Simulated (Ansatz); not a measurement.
**TiO2: stiffness from strained cells**

Aim: the elastic tensor from the stress of slightly strained cells, and the moduli that follow. Runs: cell and atoms relaxed (PAW); reference run (PAW and LAPW).

Computed with Ansatz 0.2.0 (DFT PBEsol, frozen-core PAW and all-electron LAPW, scalar-relativistic unless said, unless a step's input says otherwise).

### Step 1. The system as given

Symmetry: I4_1/amd, No. 141, tetragonal system. Conventional cell: a = 3.784 Å, b = 3.784 Å, c = 9.515 Å, α = 90.00°, β = 90.00°, γ = 90.00°. Ti (site symmetry -4m2) is surrounded by 6 O at 1.93 to 1.98 Å. O (site symmetry 2mm) is surrounded by 3 Ti at 1.93 to 1.98 Å.

Coordinates:

```
CELL_PARAMETERS angstrom
-1.89210 1.89210 4.75730
1.89210 -1.89210 4.75730
1.89210 1.89210 -4.75730
ATOMIC_POSITIONS crystal
Ti 0.00000 0.00000 0.00000
Ti 0.75000 0.25000 0.50000
O 0.20810 0.20810 0.00000
O 0.95810 0.45810 0.50000
O 0.54190 0.04190 0.50000
O 0.79190 0.79190 0.00000
```

Cartesian axes are those of the input's lattice vectors. The structure goes back to a database entry.

### Step 2. Cell and atoms relaxed, PAW

Contents of input.yaml:

```yaml
crystal:
  lattice:
    - [-1.8921, 1.8921, 4.7573]
    - [1.8921, -1.8921, 4.7573]
    - [1.8921, 1.8921, -4.7573]
  atoms:
    - { symbol: Ti, position: [0.0, 0.0, 0.0] }
    - { symbol: Ti, position: [0.75, 0.25, 0.5] }
    - { symbol: O, position: [0.2081, 0.2081, 0.0] }
    - { symbol: O, position: [0.9581, 0.4581, 0.5] }
    - { symbol: O, position: [0.5419, 0.0419, 0.5] }
    - { symbol: O, position: [0.7919, 0.7919, 0.0] }
kpoints:
  mp_grid: { grid: [12, 12, 12] }
scf:
  occupations: { method: fermi_dirac, width: 0.08 }
hamiltonian:
  xc: pbesol
  pseudopotentials: { kind: paw }
relax:
  f_tol: 0.002
  max_steps: 80
  cell: {}
output:
  forces: true
  stress: true
```

Run with:

```console
> ansatz run input.yaml --threads 2 --pin off --max-ram 6144MiB --backend cpu --events-out ev --progress --plain --runs-dir out
```

### Step 4. Reference run, PAW

Contents of input.yaml:

```yaml
crystal:
  lattice:
    - [-1.88488849556, 1.88488849556, 4.77588177245]
    - [1.88488849556, -1.88488849556, 4.77588177245]
    - [1.88488849556, 1.88488849556, -4.77588177245]
  atoms:
    - { symbol: Ti, position: [0.0, 0.0, 0.0] }
    - { symbol: Ti, position: [0.75, 0.25, 0.5] }
    - { symbol: O, position: [0.207527202662, 0.207527202662, 0.0] }
    - { symbol: O, position: [0.957527202662, 0.457527202662, 0.5] }
    - { symbol: O, position: [0.542472797338, 0.042472797338, 0.5] }
    - { symbol: O, position: [0.792472797338, 0.792472797338, 0.0] }
kpoints:
  mp_grid: { grid: [8, 8, 8] }
scf:
  occupations: { method: fixed }
hamiltonian:
  xc: pbesol
  pseudopotentials: { kind: paw }
elastic:
  mode: relaxed_ion
  stencil: two_point
  amplitude: 0.005
```

### Step 5. Reference run, LAPW

input.yaml, as its differences from that of step 4:

```diff
@@ -18,3 +18,3 @@
   xc: pbesol
-  pseudopotentials: { kind: paw }
+  pseudopotentials: { kind: all_electron, lapw: { basis_error: 0.001 } }
 elastic:
```

(Steps that only read results are left out.)

What does the calculation give? Wanted: C11; C12; C13; C33; C44; C66; bulk, shear and Young's modulus; Debye temperature from sound speeds; universal anisotropy index.

**Answer**, as computed:

```
                           quantity             value
                          C11 (PAW)           356 GPa
                          C12 (PAW)           156 GPa
                          C13 (PAW)           150 GPa
                          C33 (PAW)           194 GPa
                          C44 (PAW)            47 GPa
                          C66 (PAW)            61 GPa
    bulk, shear and Young's modulus  191, 58, 157 GPa
Debye temperature from sound speeds             564 K
         universal anisotropy index              0.68
```

All eigenvalues are positive, so the crystal is mechanically stable; by PAW K = 191 and G = 58 GPa, K/G = 3.31, on the ductile side of Pugh's rough line at 1.75, which was drawn for metals. Young's modulus runs from 107 to 234 GPa with direction. Cautions: frozen-core PAW files fitted under PBE, their cores solved anew for the functional of the run.
